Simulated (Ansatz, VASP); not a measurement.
Two plane-wave programs on BAs

```xyz
2
Lattice="2.9344 0.0000 0.0000 0.0000 2.9344 0.0000 0.0000 0.0000 2.9344" Properties=species:S:1:pos:R:3 pbc="T T T"
B     1.4672    1.4672    1.4672
As    0.0000    0.0000    0.0000
```

The cell was built by a generator and needn't be a form met in nature.

Alike in both runs: task relaxation of cell and atoms; functional PBEsol; k mesh 9 × 9 × 9; occupations fermi-dirac, width 0.05 eV; no spin polarisation.

|  | VASP | Ansatz |
| --- | --- | --- |
| version | VASP 6.6.1 | Ansatz 0.2.0 |
| potentials or method | VASP PAW PBE potentials, release 64 (B, As) | Ansatz PAW |
| plane-wave cutoff (eV) | 600 | 420 |
| valence electrons in the cell | 8 | 18 |

Ansatz gave:

| Quantity | Value |
| --- | --- |
| gap on the k mesh at the Fermi level, each at its own relaxed structure (eV) | none |
| relaxed volume (Å³/atom) | 12.19 |
| relaxed cell length with the largest relative difference (Å) | 2.900 |
| energy change over the relaxation (meV/atom) | -5 |

Task: What did VASP give for the same quantities?

Result: gap on the k mesh at the Fermi level, each at its own relaxed structure (eV): none; relaxed volume (Å³/atom): 12.23; relaxed cell length with the largest relative difference (Å): 2.903; energy change over the relaxation (meV/atom): -4.

A gap of «none» marks a metal or a gap that the smearing closes. The two sets of potentials don't hold the same shells in valence.

Caveats: the PAW data sets were made with another functional, which shifts forces and pressure a little (VASP); the plane-wave basis is chosen anew once the cell has moved, so the energies of steps on either side of that aren't comparable (Ansatz); the PAW data sets come from PBE, with cores solved anew for the run's functional, which leaves a small shift of forces and pressure (Ansatz).
